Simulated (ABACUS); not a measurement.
AgBr, 2 atoms in the cell. It takes space group Fm-3m (No. 225, cubic). Conventional cell: a = 5.740 Å, b = 5.740 Å, c = 5.740 Å, α = 90.00°, β = 90.00°, γ = 90.00°. Ag (site symmetry m-3m) has 6 Br at 2.87 Å as nearest neighbours. Br (site symmetry m-3m) has 6 Ag at 2.87 Å as nearest neighbours. 

```yaml
Program: ABACUS 3.10.1
Task: single point
Functional: PBE
Potentials_or_basis: PseudoDojo NC SR 0.4.1 PBE standard
Cutoff: 1361 eV
Density_cutoff: 5442 eV
Basis: DZP LCAO (the cutoffs set its grid)
k_mesh: 4 × 4 × 4
Occupations: fermi-dirac, width 0.05 eV
Spin: no spin polarisation
Radial_cutoff_of_the_potentials_pseudo_rcut: 7 bohr
Orbital_files: Ag Ag_confined-atom_7au_3s2p2d1f.orb, Br Br_confined-atom_7au_2s2p1d.orb
SCF_threshold_on_the_density: 1e-07
Max_SCF_steps: 100
Eigensolver: genelpa
Mixing: broyden
Mixing_share: 0.7
Symmetry_key: 1
Bands: 23
```

Potentials or basis: PseudoDojo NC SR 0.4.1 PBE standard, DZP LCAO (the cutoffs set its grid).

Command:

```sh
$ OMP_NUM_THREADS=1 mpirun -np 4 abacus > log
```

Hardware: 4 MPI ranks on Intel(R) Xeon(R) 6975P-C (Granite Rapids), with other jobs on the host.

Question: How long does it take, and how much memory?

Answer: Run time: 3.7 s on 4 MPI ranks on Intel(R) Xeon(R) 6975P-C (Granite Rapids) (shared host), peak memory 0.4 GiB a rank. Counts: scf iterations 8, k points 8, bands 23, basis 39, ranks 4.
